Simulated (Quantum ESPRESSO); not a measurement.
The system is Na.

```
Na
1.0
    -2.14100    2.14100    2.14100
     2.14100   -2.14100    2.14100
     2.14100    2.14100   -2.14100
Na
1
Direct
  0.00000 0.00000 0.00000
```

Base run:

```yaml
Program: Quantum ESPRESSO 7.5
Functional: PBE
Potentials_or_basis: JTH 2.0 PBE
Cutoff: 490 eV
Density_cutoff: 2939 eV
k_mesh: 7 × 7 × 7
Occupations: fermi-dirac, width 0.05 eV
Spin: no spin polarisation
```

Its results: band gap on the k mesh none (metal or under the smearing width); pressure -0.9 GPa.

Question: The run is repeated on the same cell with these changes: potentials or basis from JTH 2.0 PBE to SG15 PBE 1.2; cutoff from 490 eV to 952 eV; density cutoff from 2939 eV to 3810 eV; k mesh from 7 × 7 × 7 to 4 × 4 × 4. What comes out?

Answer: Band gap on the k mesh none (metal or under the smearing width); pressure -0.3 GPa.

Caveats: some runs use coarse meshes; the cutoff is low for these files, which shifts pressure and relaxed volume (some runs).

Not every run made on this cell is shown here.
